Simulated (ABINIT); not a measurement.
HfC:

```
CELL_PARAMETERS angstrom
0.00000 2.32500 2.32500
2.32500 0.00000 2.32500
2.32500 2.32500 0.00000
ATOMIC_POSITIONS crystal
Hf 0.50000 0.50000 0.50000
C 0.00000 0.00000 0.00000
```

* Program: ABINIT 10.8.3 (patched build)
* Task: relaxation of cell and atoms
* Functional: PBEsol
* Potentials or basis: PseudoDojo NC SR PBEsol v0.4.1 standard
* Cutoff: 1116 eV
* k mesh: 8 × 8 × 8
* Occupations: fermi-dirac, width 0.05 eV
* Spin: no spin polarisation

At the start: pressure -6.2 GPa; volume 12.57 Å³/atom.

Where does the relaxation end?

Over 4 steps the energy falls by 6.3 meV/atom and the volume is 12.25 Å³/atom (-2.6 %); space group Fm-3m (No. 225, to 0.05 Å).

Step by step:
| step | energy change (eV) | largest force (eV/Å) | pressure (GPa) | volume (Å³) |
| --- | --- | --- | --- | --- |
| 1 | 0.0000 | 0.0000 | -6.18 | 25.14 |
| 2 | -0.0117 | 0.0000 | -1.72 | 24.66 |
| 3 | -0.0127 | 0.0000 | 0.06 | 24.49 |
| 4 | -0.0127 | 0.0000 | 0.00 | 24.49 |

Final structure:
```xyz
2
Lattice="0.0000 2.3050 2.3050 2.3050 0.0000 2.3050 2.3050 2.3050 0.0000" Properties=species:S:1:pos:R:3 pbc="T T T"
Hf    2.3050    2.3050    2.3050
C     0.0000    0.0000    0.0000
```
